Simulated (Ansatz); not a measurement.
Wires are cut from relaxed bulk HfO2 (Fm-3m, not its usual structure, 10.69 Å³/atom, gap on the mesh 3.69 eV); atoms and period are relaxed, and energies count from that bulk.

All numbers below come from Ansatz 0.2.0, DFT PBEsol, scalar-relativistic, plane waves, PAW.

Cutoff 420 eV; k points 1×1×4 on the computed 27-atom cell (Γ-centred); Gaussian smearing, width 0.05 eV; no spin polarisation.

Start ([111] wire, 27 host atoms a period):

```
CELL_PARAMETERS angstrom
14.10000 0.00000 0.00000
0.00000 12.90000 0.00000
0.00000 0.00000 8.73630
ATOMIC_POSITIONS crystal
Hf 0.60953 0.50000 0.00000
Hf 0.31745 0.50000 0.66667
O 0.46349 0.50000 0.58333
O 0.68255 0.63824 0.08333
O 0.53651 0.36176 0.41667
O 0.39047 0.63824 0.75000
Hf 0.46349 0.50000 0.33333
O 0.60953 0.50000 0.25000
O 0.31745 0.50000 0.91667
O 0.68255 0.36176 0.08333
O 0.53651 0.63824 0.41667
O 0.39047 0.36176 0.75000
Hf 0.39047 0.36176 0.00000
Hf 0.68255 0.36176 0.33333
Hf 0.53651 0.63824 0.66667
O 0.39047 0.63824 0.25000
O 0.68255 0.63824 0.58333
O 0.53651 0.36176 0.91667
O 0.46349 0.50000 0.08333
Hf 0.39047 0.63824 0.00000
Hf 0.68255 0.63824 0.33333
Hf 0.53651 0.36176 0.66667
O 0.39047 0.36176 0.25000
O 0.68255 0.36176 0.58333
O 0.53651 0.63824 0.91667
O 0.31745 0.50000 0.41667
O 0.60953 0.50000 0.75000
```

Question: Relax it.

Answer: The free energy falls by 644 meV/atom.

- excess energy (eV per host atom): 0.594
- line energy (eV/Å): 1.907
- period (Å): 8.417
- gap on the mesh (eV): 3.50

Relaxed structure:
```yaml
crystal:
  lattice:
    - [14.10000, 0.00000, 0.00000]
    - [0.00000, 12.90000, 0.00000]
    - [0.00000, 0.00000, 8.41659]
  atoms:
    - { symbol: Hf, position: [0.63757, 0.50000, 0.02563] }
    - { symbol: Hf, position: [0.34899, 0.50000, 0.66785] }
    - { symbol: O, position: [0.48181, 0.50000, 0.56635] }
    - { symbol: O, position: [0.69123, 0.62096, 0.12900] }
    - { symbol: O, position: [0.52003, 0.30734, 0.44770] }
    - { symbol: O, position: [0.39738, 0.64059, 0.72843] }
    - { symbol: Hf, position: [0.41666, 0.50000, 0.31618] }
    - { symbol: O, position: [0.57838, 0.50000, 0.30665] }
    - { symbol: O, position: [0.32918, 0.50000, 0.91634] }
    - { symbol: O, position: [0.69123, 0.37904, 0.12900] }
    - { symbol: O, position: [0.52003, 0.69266, 0.44770] }
    - { symbol: O, position: [0.39738, 0.35941, 0.72843] }
    - { symbol: Hf, position: [0.41701, 0.37402, 0.97467] }
    - { symbol: Hf, position: [0.63373, 0.35700, 0.34839] }
    - { symbol: Hf, position: [0.55136, 0.63154, 0.67350] }
    - { symbol: O, position: [0.38317, 0.62784, 0.20014] }
    - { symbol: O, position: [0.68162, 0.63138, 0.55871] }
    - { symbol: O, position: [0.54023, 0.31676, 0.90055] }
    - { symbol: O, position: [0.49323, 0.50000, 0.04076] }
    - { symbol: Hf, position: [0.41701, 0.62598, 0.97467] }
    - { symbol: Hf, position: [0.63373, 0.64300, 0.34839] }
    - { symbol: Hf, position: [0.55136, 0.36846, 0.67350] }
    - { symbol: O, position: [0.38317, 0.37216, 0.20014] }
    - { symbol: O, position: [0.68162, 0.36862, 0.55871] }
    - { symbol: O, position: [0.54023, 0.68324, 0.90055] }
    - { symbol: O, position: [0.30304, 0.50000, 0.45229] }
    - { symbol: O, position: [0.60820, 0.50000, 0.78579] }
```

Spin-orbit coupling is left out, which matters for the bands of heavy elements.

Each run keeps its start's symmetry and one magnetic start, so lower states can exist.

Time: 7.9 min on 4 threads of Intel(R) Xeon(R) Platinum 8375C CPU @ 2.90GHz (Ice Lake) (shared host), peak memory 3.5 GiB.